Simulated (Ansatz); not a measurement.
# CdTe: the cost of one run

Program: Ansatz 0.2.0. Level of theory: DFT PBEsol, scalar-relativistic, plane waves, PAW. These are calculated values, not measurements.

The COD entry's cell or inner coordinates are ideal or old and differ from later refinements, so a difference from it is no clean test against experiment.

3 further runs of the same task are left out: 3 set aside as unsound or not needed.

### Step 1. Starting point

Symmetry: F-43m, No. 216, cubic system. Conventional cell: a = 6.489 Å, b = 6.489 Å, c = 6.489 Å, α = 90.00°, β = 90.00°, γ = 90.00°. Around Cd (site symmetry -43m) lie 4 Te at 2.81 Å. Around Te (site symmetry -43m) lie 4 Cd at 2.81 Å.

Coordinates:

```
CELL_PARAMETERS angstrom
0.00000 3.24467 3.24467
3.24467 0.00000 3.24467
3.24467 3.24467 0.00000
ATOMIC_POSITIONS crystal
Cd 0.00000 0.00000 0.00000
Te 0.75000 0.75000 0.75000
```

This cell was relaxed beforehand with the same method: volume 34.16 Å³/atom, gap on the mesh 0.65 eV.

### Step 2. The cell under 4 GPa

What is minimised here is the enthalpy; the energy can go up as the cell is squeezed.

input.yaml reads:

```yaml
crystal:
  lattice:
    - [0.0, 3.2446715274, 3.2446715274]
    - [3.2446715274, 0.0, 3.2446715274]
    - [3.2446715274, 3.2446715274, 0.0]
  atoms:
    - { symbol: Cd, position: [0.0, 0.0, 0.0] }
    - { symbol: Te, position: [0.75, 0.75, 0.75] }
basis:
  ecutwfc: 420
kpoints:
  mp_grid: { grid: [8, 8, 8] }
hamiltonian:
  xc: pbesol
scf:
  occupations: { method: fixed }
output:
  forces: true
  stress: true
  eigenvalues: true
  write_density: true
  write_potential: true
  elf: true
  volumetric_format: npy
relax:
  adjacent_minimum: "off"
  f_tol: 0.001
  max_steps: 60
  cell: { stress_tol: 0.02, p_target: 4.0 }
```

On the command line:

```bash
ansatz run input.yaml --threads 1 --pin off --max-ram 3072MiB --backend cpu --events-out ev --progress --plain --runs-dir out
```

What time and memory should one allow on 1 thread of Intel Xeon 6975P-C (Granite Rapids), shared host?

About 29 s, with a peak of 0.4 GiB.
